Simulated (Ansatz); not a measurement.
# Understanding ZnO from first principles

**What was measured.** A measured cell of hexagonal ZnO (space group P6_3mc) at 298 K, from the Crystallography Open Database (2014, doi:10.1107/S1600576714003379), has a, c = 3.249, 5.206 Å and 11.90 Å³/atom.

From “ZnCr2O4 Inclusions in ZnO Matrix Investigated by Probe-Corrected STEM-EELS”, 2019, pmc:6471317, for a ceramic of ZnO: band gap 3.22 ± 0.01 eV (direct).

Method: PBE, scalar-relativistic; no spin polarisation; PAW, 420 eV, Γ-centred 12×12×8 mesh, 0.05 eV Gaussian smearing; code Ansatz; PAW files: Ansatz's generated set soft_2.

The chain of runs began from a measured cell (COD), expanded in volume.

The relaxed structure (symmetry read at 0.01 Å). The structure is hexagonal, space group P6_3mc (No. 186). Conventional cell: a = 3.279 Å, b = 3.279 Å, c = 5.293 Å, α = 90.00°, β = 90.00°, γ = 120.00°. Zn (site symmetry 3m) has 4 O at 2.00 to 2.01 Å as nearest neighbours. O (site symmetry 3m) is surrounded by 4 Zn at 2.00 to 2.01 Å. (Shells end 15 % past the nearest neighbour.)

Results at this level of theory:

```
Volume                                                : 12.33 Å³/atom
Band gap                                              : 0.74 eV
Smallest direct gap                                   : 0.74 eV
Bader charges                                         : Zn 1.21; O -1.21 e
Formation energy from the elements (0 K, uncorrected) : -1.42 eV/atom
Bulk modulus (Birch–Murnaghan)                        : 129 GPa
Pressure derivative B0′                               : 4.4
```

**Question.** Should it be a metal or an insulator?

**Answer.** Formal charges Zn²⁺, O²⁻ balance and leave closed shells on every ion, so a band insulator is expected, and the gap is 0.74 eV.

**Question.** What kind of gap is it?

**Answer.** It is direct, 0.74 eV. Within 0.6 eV of the edges the projected states are 77 % O 2p at the top of the valence band and 61 % Zn 4s at the bottom of the conduction band. The lowest excitation takes an electron from O back to Zn, as in polar semiconductors.

Shannon's ionic radii give a check on the bond lengths: Zn²⁺ with 4 neighbours 0.60 Å + O²⁻ 1.38 Å = 1.98 Å against a computed mean of 2.00 Å. Sums and bonds agree within 3 %, so ion sizes set the bond lengths.

Bader charges against formal ones: Zn +1.21 (+2), O −1.21 (−2). The cations give up 61 % of the formal charge; Bader charges stay under formal ones because the anions' density reaches into the cations' basins, the more so the higher the formal charge and the softer the anion.

**Question.** How stiff is it, in energy terms?

**Answer.** B0·V0 = 128.9 GPa × 12.33 Å³ = 9.92 eV/atom sets the scale: near the minimum ΔE ≈ ½ B0 V0 x², with x = V/V0 − 1, and a pressure of 1.3 GPa squeezes the volume by about 1 %. At the ends of the curve: x = −4.0 % predicts 8.0 meV/atom and the run gives 8.6; x = +4.0 % predicts 7.9 meV/atom and the run gives 7.4. The lopsidedness is anharmonic: atoms resist being pushed together more than being pulled apart.

**Comparison.** The computed cell (3.279, 5.293 Å, 12.33 Å³/atom) differs from the database's by +3.6 % in volume, about +1.2 % in length. PBE usually overestimates volumes by a few per cent. Against the measured gap of ZnO, 3.22 eV (direct; ceramic; “ZnCr2O4 Inclusions in ZnO Matrix Investigated by Probe-Corrected STEM-EELS”, 2019, pmc:6471317), the calculated 0.74 eV is off by -2.48 eV. So large a miss can be the level of theory's own, or it may mean another phase, state or a wrong row. 4 values of this kind are on record (3.22 to 3.378 eV); this one was drawn at random among those near their median, those with a stated uncertainty first. Kohn–Sham gaps of semilocal functionals mostly fall below measured ones. Temperature and excitons aren't in the calculation.

Semilocal functionals underestimate band gaps, commonly by a third or more.
